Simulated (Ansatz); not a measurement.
The cell comes from COD entry 2310957, which wasn't checked; take it as a given geometry. The listed cell was then made from it by scaling, straining or moving an atom.

TaN: DFT, PBE, all-electron PAW with datasets made for the crystal, scalar-relativistic (Ansatz 0.2.0). What sets it apart from a plain run of this crystal: volume scaled by 1.02.

Command: `ansatz run input.yaml --threads 1 --pin off --max-ram 3072MiB --backend cpu --events-out ev --progress --plain --runs-dir out` The run took 7.4 s on 1 thread of Arm Neoverse V1, on a shared host, peak memory 0.45 GiB.

```yaml
crystal:
  lattice:
    - [0.0, 2.1934308841, 2.1934308841]
    - [2.1934308841, 0.0, 2.1934308841]
    - [2.1934308841, 2.1934308841, 0.0]
  atoms:
    - { symbol: Ta, position: [0.5, 0.5, 0.5] }
    - { symbol: "N", position: [0.0, 0.0, 0.0] }
kpoints:
  mp_grid: { grid: [9, 9, 9] }
scf:
  occupations: { method: fermi_dirac, width: 0.02 }
hamiltonian:
  xc: pbe
  pseudopotentials: { kind: all_electron, datasets: crystal }
output:
  forces: true
  stress: true
  eigenvalues: true
  efg: { contact_densities: true }
```

Output (standing set-up lines are left out):

```
hamiltonian.pseudopotentials.datasets: crystal makes datasets for this crystal and solves the spheres of its atoms anew in each pass: cutoff 480.0 eV, the density's 1920.0 eV; for an error of 0.50 meV an atom under PBE, 1.0 meV for the cell; an energy difference from a run of another recipe may be off by several times the error for the cell, under r2SCAN by more, where some 0.1 meV an atom stays at smaller errors; N in spheres of 0.900 Å, 5 of its electrons in bands; Ta in spheres of 1.286 Å, 27 of its electrons in bands
Crystal: 2 atoms, lattice volume = 21.106 Å³
Space group: Fm-3m (ITA 225), of the structure as read, at distance tolerance 2.8e-5 Å
PAW one-centre angular grid: Ta, 590 points (default); XC on its mesh's 1801 points in the sphere
PAW one-centre angular grid: N, 110 points (default); XC on its mesh's 1921 points in the sphere
iter 1 solved again at ethr=3.52e-2 eV; its pass at ethr=1.00e-1 eV (dr2=1.13e1 eV) is discarded
SCF iter   1: F=—  HF=-426063.801504 eV  |F-HF|=—  |Δ(HF+E_count)|=         —  Δρ=2.05e-1  dr2=1.09e1  ethr=3.52e-2  ⟨swp⟩=2.0  Hψ=3888  notcnv=0
preconditioner: auto → Kerker (q_TF=auto, 2.924 Å⁻¹)  [metal: Δε(μ)=0.010 eV  Ē_g=24.227 eV  σ=0.020 eV  W_gap=0.13  n_scr=14 (ndim 8)  ℏωp=44.3 eV  f_vac=0.000  D(μ)=1.66/eV (n_scr^D=14)]
SCF iter   2: F=—  HF=-426061.338649 eV  |F-HF|=—  |Δ(HF+E_count)|=    2.46e0  Δρ=7.21e-2  dr2=1.50e0  ethr=3.41e-2  ⟨swp⟩=2.7  Hψ=1579  notcnv=0
preconditioner: auto → none  [insulator: Δε(μ)=0.120 eV  Ē_g=24.709 eV  σ=0.020 eV  W_gap=0.55  n_scr=14 (ndim 8)  ℏωp=44.3 eV  f_vac=0.000  D(μ)=0.50/eV (n_scr^D=0)  ε∞_Penn≈4.2]
SCF iter   3: F=—  HF=-426060.890686 eV  |F-HF|=—  |Δ(HF+E_count)|=   4.48e-1  Δρ=4.01e-2  dr2=2.11e-1  ethr=4.68e-3  ⟨swp⟩=3.0  Hψ=1860  notcnv=0
SCF iter   4: F=—  HF=-426060.888002 eV  |F-HF|=—  |Δ(HF+E_count)|=   2.68e-3  Δρ=1.82e-2  dr2=4.75e-2  ethr=6.60e-4  ⟨swp⟩=2.0  Hψ=1541  notcnv=0
iter 5 solved again at ethr=1.50e-6 eV; its pass at ethr=1.49e-4 eV (dr2=4.81e-4 eV) is discarded
SCF iter   5: F=—  HF=-426060.886071 eV  |F-HF|=—  |Δ(HF+E_count)|=   1.93e-3  Δρ=1.65e-3  dr2=4.78e-4  ethr=1.50e-6  ⟨swp⟩=2.0  Hψ=3901  notcnv=0
SCF iter   6: F=—  HF=-426060.885797 eV  |F-HF|=—  |Δ(HF+E_count)|=   2.74e-4  Δρ=1.79e-3  dr2=8.27e-4  ethr=1.49e-6  ⟨swp⟩=3.0  Hψ=2108  notcnv=0
SCF iter   7: F=—  HF=-426060.885503 eV  |F-HF|=—  |Δ(HF+E_count)|=   2.94e-4  Δρ=5.73e-4  dr2=8.60e-5  ethr=1.49e-6  ⟨swp⟩=3.0  Hψ=1448  notcnv=0
SCF iter   8: F=—  HF=-426060.885402 eV  |F-HF|=—  |Δ(HF+E_count)|=   1.01e-4  Δρ=1.66e-4  dr2=7.43e-6  ethr=2.69e-7  ⟨swp⟩=2.3  Hψ=1789  notcnv=0
SCF iter   9: F=—  HF=-426060.885400 eV  |F-HF|=—  |Δ(HF+E_count)|=   2.00e-6  Δρ=2.26e-5  dr2=1.29e-7  ethr=2.32e-8  ⟨swp⟩=2.9  Hψ=1401  notcnv=0
SCF iter  10: F=-426060.885400 eV  HF=-426060.885400 eV  |F-HF|=6.40e-10  |Δ(HF+E_count)|=   3.52e-8  Δρ=1.54e-6  dr2=5.62e-10  ethr=4.02e-10  ⟨swp⟩=3.0  Hψ=1492  notcnv=0
SCF 1 converged in 10 iterations: F = -426060.885401 eV  dr2 = 5.62e-10
  Residual-converged pass: ⟨swp⟩=2.9  Hψ=1396  notcnv=0  max |occ|·‖R‖ = 5.3e-6 eV (tolerance 5.3e-6 eV)  dr2=5.68e-10  dr2_onsite=2.21e-9  max |Δocc| = 7.9e-11
  greatest PAW one-centre occupation: 1.000 electrons in one spin orbital (limit 2), on the Ta atom at site 0 (counted from 0), in its partial waves of l = 3
SCF converged after 10 iterations
Free energy (F): -426060.885401 eV
Harris-Foulkes:  -426060.885401 eV  (|F-HF|=6.40e-10)
Internal energy: -426060.884295 eV  (E = F + TS)
E sigma→0 (E₀):  -426060.884848 eV
Entropy (-TS):   -0.001106 eV (-0.553 meV/atom)
Past the cutoff: the bands carry plane waves up to 1.75 times it, of which those up to 1.5 times it add -0.000297 eV an atom, each by itself; the spheres take 0.000179 eV an atom off the energy for waves past 1.75 times it
By the cutoff:   a pressure is off by up to 0.007 GPa (1.2 times the spheres' own share and the shells' term, over an atom's volume, and 0.004 GPa: a bound that held against runs at twice the plane waves)
Past the cutoffs: a stress includes 0.0011 GPa for waves and charges beyond them, in addition to the slope of what the spheres take
In the spheres:  the bands' charges fall short by 8.0e-7 e at most (sound up to 1e-3)
Fermi energy:    27.106632 eV
--- Per-component energies (eV) ---
  The terms above E_closure are by the made datasets' own strengths, without shells solved beside the bands.
--- Forces (eV/Å), atoms counted from 1 ---
  atom   1  Ta     0.00000000    -0.00000000    -0.00000000
  atom   2  N     -0.00000000     0.00000000    -0.00000000
  max |Σ_I F_I| component: 4.71e-29 eV/Å
--- Stress (GPa, compression-positive) ---
        7.109458      -0.000000       0.000000
        0.000000       7.109458       0.000000
        0.000000       0.000000       7.109458
  P = ⅓ Tr σ = 7.1095 GPa (71.095 kbar)
--- PAW observables at the nuclei: V_zz in 10²¹ V/m², potentials from the cell's mean, atoms counted from 1 ---
  atom   1  Ta V_zz =    -0.000000   η = 0.0000   by run symmetry: forbidden
            electrostatic potential = -14501.576870 V   contact ρ = 8150542.385717 e/Å³
  atom   2  N  V_zz =    +0.000000   η = 0.0000   by run symmetry: forbidden
            electrostatic potential = -530.449318 V   contact ρ = 1413.995725 e/Å³
--- Band table (eV; the first three rows and the last of 35) ---
  k-point 0: bands = ["-42.2726", "-8.5197", "-8.5197", "-8.5197", "5.9532", "5.9532", "5.9532", "5.9927", "6.0275", "6.0275", "6.0275", "8.2892", "23.3595", "23.3595", "23.3595", "25.0770", "25.0770", "25.0770", "27.2738", "27.2738", "28.7660"]
  k-point 1: bands = ["-42.2658", "-8.6303", "-8.5297", "-8.5297", "5.9470", "5.9576", "5.9576", "5.9961", "6.0227", "6.0227", "6.0277", "8.5913", "22.0593", "22.4758", "22.4758", "25.5108", "25.5108", "25.5700", "28.3806", "28.3806", "29.6082"]
  k-point 2: bands = ["-42.2486", "-8.9003", "-8.5549", "-8.5549", "5.9335", "5.9689", "5.9689", "6.0051", "6.0113", "6.0113", "6.0282", "9.3951", "20.0065", "21.1574", "21.1574", "26.2125", "26.4958", "26.4958", "30.5617", "30.5617", "31.2437"]
  k-point 34: bands = ["-42.1963", "-9.1023", "-8.9927", "-8.8070", "5.9626", "5.9835", "5.9856", "5.9897", "5.9931", "5.9965", "6.0322", "10.2644", "19.4691", "20.4122", "20.4236", "26.4053", "27.6897", "30.6816", "31.1851", "32.2860", "36.9984"]
```
